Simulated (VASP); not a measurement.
# BeSe: relaxation of cell and atoms with PBE

Crystal: BeSe.

```
Be Se
1.0
     0.00000    2.52123    2.52123
     2.52123    0.00000    2.52123
     2.52123    2.52123    0.00000
Be Se
1 1
Cartesian
  0.0000 0.0000 0.0000
  1.2606 1.2606 1.2606
```

The cell was built by a generator and needn't be a form met in nature.

```
Program                : VASP 6.6.1
Task                   : relaxation of cell and atoms
Functional             : PBE
Potentials or basis    : VASP PAW PBE potentials, release 64 (Be, Se)
Cutoff                 : 600 eV
k mesh                 : 6 × 6 × 6
Occupations            : fermi-dirac, width 0.1 eV
Spin                   : no spin polarisation
Dipole correction      : no
Further INCAR settings : ALGO = Normal; EDIFF = 1e-06; IBRION = 2; EDIFFG = -0.01; NSW = 60; ISIF = 3
```

```yaml
Relaxed_volume: 17.40 Å³/atom
Relaxed_cell: a = 3.664 Å, b = 3.664 Å, c = 3.664 Å, α = 60.00°, β = 60.00°, γ = 60.00°
Space_group_after_relaxing_to_0.05_Å: F-43m (No. 216)
Energy_gained_by_relaxing: 29.1 meV/atom
Ionic_steps: 3
Pressure_after_relaxing: 0.0 GPa
Band_gap_on_the_k_mesh: 2.67 eV, indirect (least direct gap 4.20 eV)
```

The path:
| step | energy change (eV) | largest force (eV/Å) | pressure (GPa) | volume (Å³) |
| --- | --- | --- | --- | --- |
| 1 | 0.0000 | 0.0000 | 7.26 | 32.05 |
| 2 | -0.0547 | 0.0000 | -1.51 | 35.54 |
| 3 | -0.0582 | 0.0000 | 0.04 | 34.79 |

Final structure:
```
Be Se
1.0
     0.00000    2.59113    2.59113
     2.59113    0.00000    2.59113
     2.59113    2.59113    0.00000
Be Se
1 1
Direct
  0.00000 0.00000 0.00000
  0.25000 0.25000 0.25000
```

Levels at points of the mesh, in eV from the valence-band top:
| k point | band 1 | band 2 | band 3 | band 4 | band 5 | band 6 | band 7 | band 8 |
| --- | --- | --- | --- | --- | --- | --- | --- | --- |
| (0.00, 0.00, 0.00) | -13.66 | 0.00 | 0.00 | 0.00 | 4.20 | 5.01 | 5.01 | 5.01 |
| (0.50, 0.00, 0.00) | -12.37 | -5.57 | -1.04 | -1.04 | 4.25 | 5.96 | 5.96 | 9.95 |
| (0.50, 0.50, 0.00) | -11.93 | -4.97 | -2.58 | -2.58 | 2.67 | 4.21 | 11.53 | 11.53 |

Wall time 12 s on 1 thread of Intel(R) Xeon(R) Platinum 8488C (Sapphire Rapids), with other jobs on the host, peak memory 0.16 GiB.

A k mesh can miss the band edges.
